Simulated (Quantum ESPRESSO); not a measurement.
Mg3Sb2 under changes of volume

One of the cells (26.342 Å³/atom); the others are scaled copies at fixed shape and fractional positions:

```xyz
5
Lattice="4.5820 0.0000 0.0000 -2.2910 3.9681 0.0000 0.0000 0.0000 7.2440" Properties=species:S:1:pos:R:3 pbc="T T T"
Sb    2.2910    1.3227    5.5417
Sb    0.0000    2.6454    1.7023
Mg    0.0000    0.0000    0.0000
Mg    2.2910    1.3227    2.6803
Mg    0.0000    2.6454    4.5637
```

| Property | Result |
| --- | --- |
| Program | Quantum ESPRESSO 7.5 |
| Functional | PBE |
| Potentials or basis | SSSP 1.3 efficiency PBE |
| Cutoff | 748 eV |
| Density cutoff | 5987 eV |
| k mesh | 7 × 7 × 4 |
| Occupations | fermi-dirac, width 0.05 eV |
| Spin | no spin polarisation |

```csv
volume (Å³/atom),energy over the lowest point (meV/atom),pressure (GPa),gap on the mesh (eV)
24.762,24.01,4.1,0.41
25.288,?,?,?
25.815,5.12,1.8,0.38
26.342,1.01,0.8,0.35
26.869,0.00,-0.1,0.33
27.396,1.78,-0.9,0.30
27.923,6.09,-1.7,0.27
```

**Question.** What does the run at 25.288 Å³/atom give?

**Answer.** Energy over the lowest point 12.66 meV/atom; pressure 2.9 GPa; gap on the mesh 0.41 eV.

Worked out: A Birch-Murnaghan fit of order 3 (a polynomial in V^(-2/3)) to the other rows has its minimum at 26.79 Å³/atom with B0 = V·E''(V) = 44 GPa and B' = 4.2 at fixed shape and positions, which overstates the stiffness. It gives 12.67 meV/atom at 25.288 Å³/atom, against the run's 12.66, and -dE/dV = 2.9 GPa, against 2.9. A parabola through the other rows of the gap, of slope -0.827 eV per unit of ln V there, gives 0.40 eV, against the run's 0.41.

Energies are extrapolated to zero smearing.

Caveats: spin-orbit coupling is left out, which moves the levels of the heavy elements; an odd mesh through Γ misses points on the zone boundary, where band edges often lie.
